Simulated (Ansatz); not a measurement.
Choice of functional: TaC

```
Ta C
1.0
     0.00000    2.22700    2.22700
     2.22700    0.00000    2.22700
     2.22700    2.22700    0.00000
Ta C
1 1
Direct
  0.00000 0.00000 0.00000
  0.50000 0.50000 0.50000
```

Atom numbers follow the list: Ta1, C2.

The conventional cell has a = 4.454 Å, b = 4.454 Å, c = 4.454 Å, α = 90.00°, β = 90.00°, γ = 90.00°. Ta (atom 1) has 6 C at 2.23 Å as nearest neighbours. Around C (atom 2) lie 6 Ta at 2.23 Å.

The cell is COD entry 9008731, as deposited and not checked against the literature; nothing was relaxed.

Spin polarisation is left out, and whether a magnetic state lies lower isn't shown here.

No spin–orbit coupling, which matters for the heavy atoms here.

One fixed cell is solved with several functionals by frozen-core PAW in Ansatz 0.2.0, scalar-relativistically. A positive pressure means that the functional wants a larger cell.

The PAW files were made with PBE; their cores are remade for each functional.

Settings: a Γ-centred 13×13×13 k mesh, Fermi–Dirac smearing of 0.08 eV, cutoff 420 eV, no spin polarisation.

Cutoffs: PBE 420 eV, LDA 420 eV, PBEsol 420 eV, r²SCAN 500 eV.

Problem. Order the settings by the pressure that they give at this fixed cell, lowest first.
A. PBEsol
B. PBE
C. r²SCAN
D. LDA

Solution. D (-9.22 GPa), A (-3.24 GPa), C (1.85 GPa), B (4.84 GPa).

```tsv
setting	P (GPa)	lowest level at Γ above −25 eV, from the valence-band top or, without a gap, the Fermi level (eV)
PBE	4.84	-14.82
LDA	-9.22	-14.64
PBEsol	-3.24	-14.78
r²SCAN	1.85	-15.74
```
